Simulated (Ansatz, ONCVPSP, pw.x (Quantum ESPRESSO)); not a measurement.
molybdenum: does the ONCV potential hold in the solid?

* Element: Mo
* Generator: ONCVPSP 4.0.1.1 (patched build)
* Type: optimised norm-conserving Vanderbilt (ONCV)
* Functional: PBE
* Relativity: scalar-relativistic
* Frozen core: [Ar] 3d10
* Valence charge: 14
* Reference configuration: 4s2 4p6 4d5 5s1
* Partial waves: 4s+5s: rc 2.18 bohr, ncon 3, nbas 7, qcut 7.1 1/bohr, 2 projectors; 4p: rc 1.55 bohr, ncon 4, nbas 8, qcut 7.8 1/bohr, 3 projectors, debl 0.5 Ha; 4d: rc 2.20 bohr, ncon 4, nbas 9, qcut 5.7 1/bohr, 3 projectors, debl 1.2 Ha
* Local potential: polynomial inside 1.50 bohr (lpopt 5, dvloc0 3 Ha)
* Core correction: Teter function, fcfact 5.25, rcfact 1.65

In the p channel the program set the typed energies aside and used -1.414, 0.250, 0.750 Ha.

Crystal test: bcc Mo in pw.x 7.5, no spin, 15³ k-points, Fermi–Dirac smearing 0.01 Ry, cutoffs 65/260 Ry. The reference is all-electron LAPW (Ansatz 0.2.0) with the same functional, mesh and smearing; V0 and B0 come from Birch–Murnaghan fits to the pressures at five volumes. Errors are pseudo minus all-electron; Δ is the rms difference of the E(V) curves that follow from these fits, minima aligned, over ±6 % about the mean V0. Mesh and smearing are coarse, so the numbers serve the comparison and aren't converged zero-temperature values; the lattice is a test structure that the element need not adopt.

```tsv
V (Å³/atom)	P all-electron (GPa)	P pseudo (GPa)
15.012	14.82	16.36
15.407	6.93	8.30
15.802	-0.00	1.23
16.197	-6.08	-4.97
16.592	-11.41	-10.41
```

All-electron: a0 = 3.162 Å (V0 = 15.80 Å³/atom), B0 = 259.2 GPa.

Pseudopotential: mean pressure error (GPa): +1.25; a0 (Å): 3.167; a0 error (%): +0.16; B0 error (%): +0.0; Δ (meV/atom): 4.3.

Q: At the middle volume, how do free energy and pressure move when the wave cutoff is lowered (ecutrho kept at four times it)?

A:

| cutoff (Ry) | shift of F (meV/atom) | shift of P (GPa) |
| --- | --- | --- |
| 29 | +955.7 | -13.36 |
| 39 | +329.4 | -12.85 |
| 52 | +23.0 | -2.14 |

Input at the middle volume:

```
&control
  calculation='scf', prefix='x', pseudo_dir='./', outdir='./tmp', tstress=.true., disk_io='none'
/
&system
  ibrav=0, nat=1, ntyp=1, ecutwfc=65, ecutrho=260, nbnd=15,
  occupations='smearing', smearing='fd', degauss=0.01
/
&electrons
  conv_thr=1e-09, mixing_beta=0.4, electron_maxstep=70
/
ATOMIC_SPECIES
Mo 1.0 Mo.UPF
CELL_PARAMETERS angstrom
  -1.58082582 1.58082582 1.58082582
  1.58082582 -1.58082582 1.58082582
  1.58082582 1.58082582 -1.58082582
ATOMIC_POSITIONS crystal
Mo 0.0000 0.0000 0.0000
K_POINTS automatic
15 15 15 0 0 0
```

```bash
pw.x < Mo.scf.in > Mo.scf.out
```

Lines of the output:

```
Message from routine setup:
     using ibrav=0 with symmetry is DISCOURAGED, use correct ibrav instead
     lattice parameter (alat)  =       5.1742  a.u.
     unit-cell volume          =     106.6372 (a.u.)^3
     number of electrons       =        14.00
     number of Kohn-Sham states=           15
     kinetic-energy cutoff     =      65.0000  Ry
     charge density cutoff     =     260.0000  Ry
     scf convergence threshold =      1.0E-09
     Exchange-correlation= PBE
     number of k points=   120  Fermi-Dirac smearing, width (Ry)=  0.0100
     iteration #  1     ecut=    65.00 Ry     beta= 0.40
     total energy              =    -152.89050404 Ry
     estimated scf accuracy    <       0.12353251 Ry
     iteration #  2     ecut=    65.00 Ry     beta= 0.40
     total energy              =    -152.89637115 Ry
     estimated scf accuracy    <       0.01340444 Ry
     iteration #  3     ecut=    65.00 Ry     beta= 0.40
     total energy              =    -152.89780462 Ry
     estimated scf accuracy    <       0.00101772 Ry
     iteration #  4     ecut=    65.00 Ry     beta= 0.40
     total energy              =    -152.89785912 Ry
     estimated scf accuracy    <       0.00002981 Ry
     iteration #  5     ecut=    65.00 Ry     beta= 0.40
     total energy              =    -152.89786294 Ry
     estimated scf accuracy    <       0.00000198 Ry
     iteration #  6     ecut=    65.00 Ry     beta= 0.40
     total energy              =    -152.89786327 Ry
     estimated scf accuracy    <       0.00000002 Ry
     iteration #  7     ecut=    65.00 Ry     beta= 0.40
     total energy              =    -152.89786326 Ry
     estimated scf accuracy    <       0.00000001 Ry
     iteration #  8     ecut=    65.00 Ry     beta= 0.40
     the Fermi energy is    21.0532 ev
!    total energy              =    -152.89786327 Ry
     estimated scf accuracy    <          9.3E-11 Ry
     smearing contrib. (-TS)   =      -0.00303135 Ry
     The total energy is F=E-TS. E is the sum of the following terms:
     one-electron contribution =     -16.78473545 Ry
     hartree contribution      =      18.12245477 Ry
     xc contribution           =     -34.84663315 Ry
     ewald contribution        =    -119.38591809 Ry
     convergence has been achieved in   8 iterations
          total   stress  (Ry/bohr**3)                   (kbar)     P=       12.34
     Message from routine punch:
     Nothing written, as per user request (disk_io='none')
```

The run at the middle volume (120 k-points, 8 iterations) took about 42 s on one core of a shared host (Neoverse-N1, 64 threads, 124 GiB, load 54).
